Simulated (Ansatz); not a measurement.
Crystal: TiO2.

```
Ti O
1.0
     4.59984    0.00000    0.00000
     0.00000    4.59984    0.00000
     0.00000    0.00000    2.95921
Ti O
2 4
Cartesian
  0.0000 0.0000 1.4796
  2.2999 2.2999 0.0000
  1.3998 1.3998 1.4796
  0.9001 3.6997 0.0000
  3.6997 0.9001 0.0000
  3.2000 3.2000 1.4796
```

The cell is a database's computed one.

Base run:

| Item | Value |
| --- | --- |
| Program | Ansatz 0.2.0 |
| Functional | BPBE |
| Potentials or basis | Ansatz PAW |
| Cutoff | 420 eV |
| Density cutoff | 1680 eV |
| k mesh | 6 × 6 × 9 |
| Occupations | fermi-dirac, width 0.05 eV |
| Spin | no spin polarisation |

Its results: band gap on the k mesh 1.87 eV, direct; pressure 3.8 GPa; largest force 0.011 eV/Å.

The run is repeated on the same cell with these changes: functional from BPBE to r2SCAN; cutoff from 420 eV to 500 eV; density cutoff from 1680 eV to 2000 eV. What comes out?

Band gap on the k mesh 2.20 eV, direct; pressure -1.0 GPa; largest force 0.056 eV/Å.

Caveats: the PAW data sets come from PBE, with cores solved anew for the run's functional, which leaves a small shift of forces and pressure; the potentials were made for another functional, which shifts forces and pressure (some runs).

Not every run made on this cell is shown here.
